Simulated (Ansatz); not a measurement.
# Ca (Im-3m) in Ansatz: notebook

The runs below take Ca through single point, with r2SCAN+rVV10.

All numbers are computed with Ansatz 0.2.0; they aren't measurements. Logs are shortened: lines on timing, memory, paths and dates and some standing lists are left out, and cuts for length are marked.

**1. The undisturbed crystal**

The structure is cubic, space group Im-3m (No. 229). Conventional cell: a = 4.480 Å, b = 4.480 Å, c = 4.480 Å, α = 90.00°, β = 90.00°, γ = 90.00°. Ca (site symmetry m-3m) has 8 Ca at 3.88 Å as nearest neighbours.

This isn't the form of Ca at room conditions, which is fcc.

**2. Single point, r2SCAN+rVV10 (volume scaled by 1.04)**

input.yaml

```yaml
crystal:
  lattice: { a: 4.53895413, b: 4.53895413, c: 4.53895413, alpha: 90.0, beta: 90.0, gamma: 90.0 }
  space_group: 229
  reduce_to_primitive: true
  atoms:
    - { symbol: Ca, wyckoff: "2a", position: [0.0, 0.0, 0.0] }
hamiltonian:
  xc: r2scan
  pseudopotentials: { kind: paw }
  dispersion: rvv10
kpoints:
  mp_grid: { grid: [8, 8, 8] }
scf:
  occupations: { method: tetrahedron }
output:
  forces: true
  stress: true
  write_density: true
  write_potential: true
  elf: true
  volumetric_format: npy
```

Potentials or basis: Ansatz PAW.

Launch:

```bash
> ansatz run input.yaml --threads 1 --pin off --max-ram 2560MiB --backend cpu --events-out ev --progress --plain --runs-dir out
```

Output:

```text
Warning: output.forces, output.stress, relax.cell or npt_langevin: where a Kohn–Sham band that disperses or a degenerate level is filled in part under the method tetrahedron, the forces or the stress that this run publishes need not agree with its energy (scf.occupations.method in the input reference, under Limitations); prefer a smearing scheme for the forces or the stress
Warning: RAYON_NUM_THREADS=1 ignored (pool sized by the plan → 1); use --threads N
crystal.space_group: 229 is read as Im-3m: the typed cell holds Ca2 (Ca 2a). Least distances (Å): Ca–Ca 3.931
Engine: ansatz 0.2.0, x86_64-unknown-linux-gnu
Pseudopotentials: kind: paw
Pseudopotential: Ca, paw, valence charge 10, recommended cutoff 500 eV (meta_gga), Ca.paw.azcp
Functional definition: r2SCAN+rVV10
  parameter k0 = 0.174
  parameter k1 = 0.065
  parameter a1 = 4.9479
  exchange = r2scan_x(k0 = k0, k1 = k1, a1 = a1)
  correlation = r2scan_c + rvv10(11.95, 0.0093)
Crystal: 1 atoms, lattice volume = 46.756 Å³
Basis set: ecut = 500 eV, 1205 PW (Γ), exchange–correlation on 144×144×144 points (64 copies of the dense FFT grid, shifted against one another)
Bands: 9, of which v1, the nominal top of the filled ones, is band 5 counted from 1 (4 counted from 0)
Symmetry: 48 space group operations
Space group: Im-3m (ITA 229), of the structure as read, at distance tolerance 3.6e-5 Å
k-points: 29 of 512
Non-local potential: Ca, projectors of the file, l = 0: 3, l = 1: 2, l = 2: 2
PAW form: soft (Blöchl's): semilocal exchange-correlation on the pseudo side does not see the compensation charge
rVV10 density: all electrons in the spheres
PAW frozen core: Ca, regenerated for the run's functional (the file was generated under x = pbe(κ = 0.804, μ = 0.2195149727645171), c = pbe(β = 0.06672455060314922))
PAW one-centre angular grid: Ca, 302 points (default); XC on 160 Gauss nodes
Initial density: superposition of atomic densities (neutral atoms: chi_scale 0, normalization atom), corrected by the library's trained network
Initial wavefunctions: pseudopotential atomic-orbital guess
Functional: x = r2scan, c = r2scan + rvv10(b = 11.95, C = 0.0093); τ floored in thin density (d = 2e-4 eV/Å³)
SCF iter   1: F=—  HF=-1820.888327 eV  |F-HF|=—  |Δ(HF+E_count)|=         —  Δρ=4.60e-3  dr2=1.07e-2  dr2_τ=9.96e-4  ethr=1.77e-3  ⟨swp⟩=5.9  Hψ=2198  notcnv=0
preconditioner: auto → Kerker (q_TF=auto, 2.110 Å⁻¹)  [metal: no gap  n_scr=12 (ndim 8)  ℏωp=7.7 eV  f_vac=0.000]
SCF iter   2: F=—  HF=-1820.900009 eV  |F-HF|=—  |Δ(HF+E_count)|=   1.17e-2  Δρ=2.36e-3  dr2=3.65e-3  dr2_τ=5.93e-5  ethr=1.07e-4  ⟨swp⟩=3.0  Hψ=710  notcnv=0
SCF iter   3: F=—  HF=-1820.898698 eV  |F-HF|=—  |Δ(HF+E_count)|=   1.31e-3  Δρ=6.19e-4  dr2=3.42e-4  dr2_τ=1.37e-5  ethr=3.65e-5  ⟨swp⟩=3.0  Hψ=514  notcnv=0
SCF iter   4: F=—  HF=-1820.898598 eV  |F-HF|=—  |Δ(HF+E_count)|=   9.98e-5  Δρ=1.27e-4  dr2=4.71e-6  dr2_τ=1.09e-6  ethr=3.42e-6  ⟨swp⟩=2.6  Hψ=500  notcnv=0
SCF iter   5: F=—  HF=-1820.898593 eV  |F-HF|=—  |Δ(HF+E_count)|=   5.54e-6  Δρ=2.19e-5  dr2=1.15e-7  dr2_τ=4.01e-8  ethr=4.71e-8  ⟨swp⟩=2.1  Hψ=526  notcnv=0
SCF iter   6: F=-1820.898591 eV  HF=-1820.898591 eV  |F-HF|=4.17e-9  |Δ(HF+E_count)|=   2.11e-6  Δρ=3.07e-6  dr2=3.83e-9  dr2_τ=5.41e-10  ethr=1.00e-9  ⟨swp⟩=7.5  Hψ=1230  notcnv=0
SCF 1 converged in 6 iterations: F = -1820.898591 eV  dr2 = 3.83e-9
SCF converged after 6 iterations
Stability not checked: this state was not tested for a lower state beside it, because cold or Methfessel-Paxton smearing, or corrected tetrahedra, fill the levels in a way that the test cannot read (fill_not_monotonic; see scf.lower_state_search)
Free energy (F): -1820.898591 eV
Harris-Foulkes:  -1820.898591 eV  (|F-HF|=4.17e-9)
Internal energy: -1820.897818 eV  (E = F + TS)
E sigma→0 (E₀):  -1820.898591 eV
Entropy (-TS):   -0.000772 eV (-0.772 meV/atom)
Fermi energy:    4.342836 eV
--- Per-component energies (eV) ---
  E_band       = -192.377742
  E_kinetic    = 274.075324
  E_local      = -876.788471  (includes V_loc(G=0)·N_el)
  E_nonlocal   = 63.006090
  E_hartree    = 293.624213
  E_xc         = -133.720430
  E_vxc        = -190.428605  (∫ρ·V_xc dr)
  E_paw        = -863.607947  (= ΣΔE_a)
  E_vpaw       = -61.078890  (= ΣTr[D̂ρ^β])
  E_aug_tail   = -0.000003  (compensation charges beyond the density's cutoff)
  E_vtau       = 11.589197  (kinetic-family band-sum trace: ∫τ·v_τ [+ j·A + Jᵃ·Aᵃ] dr)
  E_ewald      = -577.265929
  E_core_change = -0.220665  (= ΣΔE_core)
  E_smearing   = -0.000772  (= −TS)
  E_closure    = -0.000000  (closes the sum)
  Σ components = -1820.898591   (vs F -1820.898591, Δ=0.00e0)
--- Forces (eV/Å), atoms counted from 1 ---
  atom   1  Ca     0.00000000    -0.00000000     0.00000000
  max |Σ_I F_I| component: 6.47e-32 eV/Å
--- Stress (GPa, compression-positive) ---
       -1.546842       0.000000      -0.000000
       -0.000000      -1.546842      -0.000000
        0.000000      -0.000000      -1.546842
  P = ⅓ Tr σ = -1.5468 GPa (-15.468 kbar)
--- Band table (eV; the first three rows and the last of 29) ---
  k-point 0: bands = ["-39.7165", "-19.7515", "-19.7515", "-19.7515", "0.1737", "6.8579", "6.8579", "6.8579", "7.8503"]
  k-point 1: bands = ["-39.7150", "-19.7666", "-19.7566", "-19.7515", "0.4474", "6.6928", "6.7124", "7.0539", "7.6954"]
  k-point 2: bands = ["-39.7116", "-19.8028", "-19.7688", "-19.7514", "1.2329", "6.0580", "6.3369", "7.6059", "7.6765"]
  k-point 28: bands = ["-39.6993", "-19.8252", "-19.8252", "-19.8252", "4.5777", "4.5777", "8.0859", "8.0859", "8.0859"]
```

rho_z.tsv:

```text
# z_ang	rho[e/angstrom^3]
# format = ansatz-planar-average/11
# lattice	-2.269477065	2.269477065	2.269477065
# lattice	2.269477065	-2.269477065	2.269477065
# lattice	2.269477065	2.269477065	-2.269477065
# sites	1
# site	20	0.000000000	0.000000000	0.000000000
0.000000	5.803346e-1
0.109190	5.687768e-1
0.218381	5.348840e-1
0.327571	4.813767e-1
0.436761	4.135127e-1
0.545951	3.388594e-1
0.655142	2.657963e-1
0.764332	2.013977e-1
0.873522	1.498334e-1
0.982712	1.120123e-1
1.091903	8.636552e-2
1.201093	7.010210e-2
1.310283	6.030646e-2
1.419473	5.460331e-2
1.528664	5.136330e-2
1.637854	4.957596e-2
1.747044	4.863277e-2
1.856235	4.818231e-2
1.965425	4.804940e-2
2.074615	4.818231e-2
2.183805	4.863277e-2
2.292996	4.957596e-2
2.402186	5.136330e-2
2.511376	5.460331e-2
2.620566	6.030646e-2
2.729757	7.010210e-2
2.838947	8.636552e-2
2.948137	1.120123e-1
3.057327	1.498334e-1
3.166518	2.013977e-1
3.275708	2.657963e-1
3.384898	3.388594e-1
3.494089	4.135127e-1
3.603279	4.813767e-1
3.712469	5.348840e-1
3.821659	5.687768e-1
```

v_z.tsv:

```text
# z_ang	v_es[eV]	v_tot[eV]
# format = ansatz-planar-average/11
# xc	r2scan
# density_cutoff_ev	2500
# datasets	Ca=:simpson_from_first_knot:soft:shift=0
# lattice	-2.269477065	2.269477065	2.269477065
# lattice	2.269477065	-2.269477065	2.269477065
# lattice	2.269477065	2.269477065	-2.269477065
# sites	1
# site	20	0.000000000	0.000000000	0.000000000
0.000000	-4.360551e0	-1.440780e1
0.109190	-4.217041e0	-1.422465e1
0.218381	-3.796054e0	-1.366711e1
0.327571	-3.125716e0	-1.277219e1
0.436761	-2.251828e0	-1.159615e1
0.545951	-1.235714e0	-1.019751e1
0.655142	-1.496691e-1	-8.704308e0
0.764332	9.322461e-1	-7.209969e0
0.873522	1.946189e0	-5.776207e0
0.982712	2.848047e0	-4.481464e0
1.091903	3.614485e0	-3.354544e0
1.201093	4.239660e0	-2.479509e0
1.310283	4.736776e0	-1.915675e0
1.419473	5.135449e0	-1.530008e0
1.528664	5.454885e0	-1.230787e0
1.637854	5.700133e0	-1.008312e0
1.747044	5.874097e0	-8.347959e-1
1.856235	5.977956e0	-7.557719e-1
1.965425	6.012569e0	-7.520783e-1
2.074615	5.977956e0	-7.557719e-1
2.183805	5.874097e0	-8.347959e-1
2.292996	5.700133e0	-1.008312e0
2.402186	5.454885e0	-1.230787e0
2.511376	5.135449e0	-1.530008e0
2.620566	4.736776e0	-1.915675e0
2.729757	4.239660e0	-2.479509e0
2.838947	3.614485e0	-3.354544e0
2.948137	2.848047e0	-4.481464e0
3.057327	1.946189e0	-5.776207e0
3.166518	9.322461e-1	-7.209969e0
3.275708	-1.496691e-1	-8.704308e0
3.384898	-1.235714e0	-1.019751e1
3.494089	-2.251828e0	-1.159615e1
3.603279	-3.125716e0	-1.277219e1
3.712469	-3.796054e0	-1.366711e1
3.821659	-4.217041e0	-1.422465e1
```

Wall time 4.9 s (1 thread of Intel Xeon at 2.60GHz (Ice Lake), shared host); peak memory 0.54 GiB.

Results:

```yaml
Free_energy: -1820.8986 eV
Pressure: -1.5 GPa
Band_gap_on_the_k_mesh: none (metal or under the smearing width)
```

Levels at points of the mesh, in eV from the Fermi level:
```
              k point  band 1  band 2  band 3  band 4  band 5  band 6  band 7  band 8  band 9
   (0.00, 0.00, 0.00)  -44.06  -24.09  -24.09  -24.09   -4.17    2.52    2.52    2.52    3.51
  (0.00, 0.00, -0.50)  -44.05  -24.20  -24.13  -24.09   -0.83   -0.24    1.57    3.41    3.76
(-0.50, -0.50, -0.50)  -44.04  -24.17  -24.17  -24.17    0.23    0.23    3.74    3.74    3.74
```

Caveat: the cell was measured hot, at 740 K; pairwise dispersion overbinds metals, which lowers pressure and volume; the PAW data sets come from PBE, with cores solved anew for the run's functional, which leaves a small shift of forces and pressure; with tetrahedron occupations forces and stress needn't match the slope of the energy.

**3. Single point, r2SCAN+rVV10 (volume scaled by 1.04)**

input.yaml

```yaml
crystal:
  lattice:
    - [-2.2694770646, 2.2694770646, 2.2694770646]
    - [2.2694770646, -2.2694770646, 2.2694770646]
    - [2.2694770646, 2.2694770646, -2.2694770646]
  atoms:
    - { symbol: Ca, position: [0.0, 0.0, 0.0] }
hamiltonian:
  xc: r2scan
  pseudopotentials: { kind: paw }
  dispersion: rvv10
kpoints:
  mp_grid: { grid: [8, 8, 8] }
scf:
  occupations: { method: tetrahedron }
output:
  forces: true
  stress: true
```

Potentials or basis: Ansatz PAW.

Launch:

```bash
> ansatz run input.yaml --threads 1 --pin off --max-ram 2560MiB --backend cpu --events-out ev --progress --plain --runs-dir out
```

Wall time 4.4 s (1 thread of Intel Xeon at 2.60GHz (Ice Lake), shared host); peak memory 0.51 GiB.

The run converged. Its results:

```yaml
Free_energy: -1820.8986 eV
Pressure: -1.5 GPa
Band_gap_on_the_k_mesh: none (metal or under the smearing width)
```

Levels at points of the mesh, in eV from the Fermi level:
```csv
k point,band 1,band 2,band 3,band 4,band 5,band 6,band 7,band 8,band 9
"(0.00, 0.00, 0.00)",-44.06,-24.09,-24.09,-24.09,-4.17,2.52,2.52,2.52,3.51
"(0.00, 0.00, -0.50)",-44.05,-24.20,-24.13,-24.09,-0.83,-0.24,1.57,3.41,3.76
"(-0.50, -0.50, -0.50)",-44.04,-24.17,-24.17,-24.17,0.23,0.23,3.74,3.74,3.74
```

Caveat: the cell was measured hot, at 740 K; pairwise dispersion overbinds metals, which lowers pressure and volume; the PAW data sets come from PBE, with cores solved anew for the run's functional, which leaves a small shift of forces and pressure; with tetrahedron occupations forces and stress needn't match the slope of the energy.
